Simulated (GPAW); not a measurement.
The system is Si2Ni.

```
Ni Si
1.0
     0.00000    2.70300    2.70300
     2.70300    0.00000    2.70300
     2.70300    2.70300    0.00000
Ni Si
1 2
Direct
  0.00000 0.00000 0.00000
  0.75000 0.75000 0.75000
  0.25000 0.25000 0.25000
```

```yaml
Program: GPAW 26.7.0
Task: relaxation of cell and atoms
Functional: LDA
Potentials_or_basis: the program's PAW data sets (release 1.2.1) made for this functional
Cutoff: 600 eV
Basis: pw
k_mesh: 9 × 9 × 9
Occupations: fermi-dirac, width 0.05 eV
Spin: collinear spin, ferromagnetic start
Starting_moments: "[1.0, 0.0, 0.0] μB"
```

At the start: pressure -3.4 GPa; volume 13.17 Å³/atom.

Task: How do energy, volume and symmetry change on relaxing?

Result: Over 3 steps the energy falls by 2.9 meV/atom and the volume is 12.87 Å³/atom (-2.2 %); space group Fm-3m (No. 225, to 0.05 Å); moment 0.00 μB per cell.

Step by step:
| step | energy change (eV) | largest force (eV/Å) | pressure (GPa) | volume (Å³) |
| --- | --- | --- | --- | --- |
| 1 | 0.0000 | 0.0000 | -3.44 | 39.50 |
| 2 | -0.0030 | 0.0000 | -2.84 | 39.34 |
| 3 | -0.0088 | 0.0000 | 0.06 | 38.61 |

Final structure:
```
CELL_PARAMETERS angstrom
0.00000 2.68264 2.68264
2.68264 0.00000 2.68264
2.68264 2.68264 0.00000
ATOMIC_POSITIONS crystal
Ni 0.00000 0.00000 0.00000
Si 0.75000 0.75000 0.75000
Si 0.25000 0.25000 0.25000
```

Caveat: each step starts from the last one's moments, so a moment once lost doesn't come back; the stock nickel data set gives pressures a few GPa off other programs; later steps reuse the first step's grids.
